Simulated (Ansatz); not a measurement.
Wanted: the native input for an Ansatz 0.2.0 run.

| Property | Result |
| --- | --- |
| Task | relaxation of cell and atoms |
| Functional | PBEsol |
| Potentials or basis | Ansatz PAW |
| Cutoff | 420 eV (not typed: the program's choice for these potentials) |
| k mesh | 8 × 8 × 4 |
| Occupations | fermi-dirac, width 0.05 eV |
| Spin | no spin polarisation |

The system is MgS.

```
CELL_PARAMETERS angstrom
4.03462 0.00000 0.00000
-2.01731 3.49409 0.00000
0.00000 0.00000 6.43229
ATOMIC_POSITIONS crystal
S 0.66667 0.33333 0.87924
S 0.33333 0.66667 0.37924
Mg 0.33333 0.66667 0.99575
Mg 0.66667 0.33333 0.49575
```

The cell comes from a database or a generator and needn't be the stable form of this composition.

The input as run:

input.yaml

```yaml
crystal:
  lattice:
    - [4.0346224068, 0.0, 0.0]
    - [-2.0173112034, 3.494085499, 0.0]
    - [0.0, 0.0, 6.43229418]
  atoms:
    - { symbol: S, position: [0.6666666667, 0.3333333333, 0.87924415] }
    - { symbol: S, position: [0.3333333333, 0.6666666667, 0.37924415] }
    - { symbol: Mg, position: [0.3333333333, 0.6666666667, 0.99575485] }
    - { symbol: Mg, position: [0.6666666667, 0.3333333333, 0.49575485] }
hamiltonian:
  xc: pbesol
  pseudopotentials: { kind: paw }
kpoints:
  mp_grid: { grid: [8, 8, 4] }
scf:
  occupations: { method: fermi_dirac, width: 0.05 }
output:
  forces: true
  stress: true
  eigenvalues: true
  write_density: true
  write_potential: true
  elf: true
  volumetric_format: npy
relax:
  f_tol: 0.01
  max_steps: 40
  cell: { stress_tol: 0.05 }
```

Potentials or basis: Ansatz PAW.

Launch:

```sh
$ ansatz run input.yaml --threads 2 --pin off --max-ram 5632MiB --backend cpu --events-out ev --progress --plain --runs-dir out
```

Results of the run:

```json
{"Relaxed volume": "22.54 Å³/atom", "Relaxed cell": "a = 4.029 Å, b = 4.029 Å, c = 6.416 Å, α = 90.00°, β = 90.00°, γ = 120.00°", "Space group after relaxing (to 0.05 Å)": "P6_3mc (No. 186)", "Energy gained by relaxing": "0.2 meV/atom", "Ionic steps": "4", "Pressure after relaxing": "0.0 GPa", "Band gap on the k mesh": "3.30 eV, direct"}
```

Caveat: the plane-wave basis is chosen anew once the cell has moved, so the energies of steps on either side of that aren't comparable; the PAW data sets come from PBE, with cores solved anew for the run's functional, which leaves a small shift of forces and pressure.

Run time: 3.6 s on 2 threads of AMD EPYC 9R45 96-Core Processor (Zen 5), with other jobs on the host, peak memory 0.46 GiB.
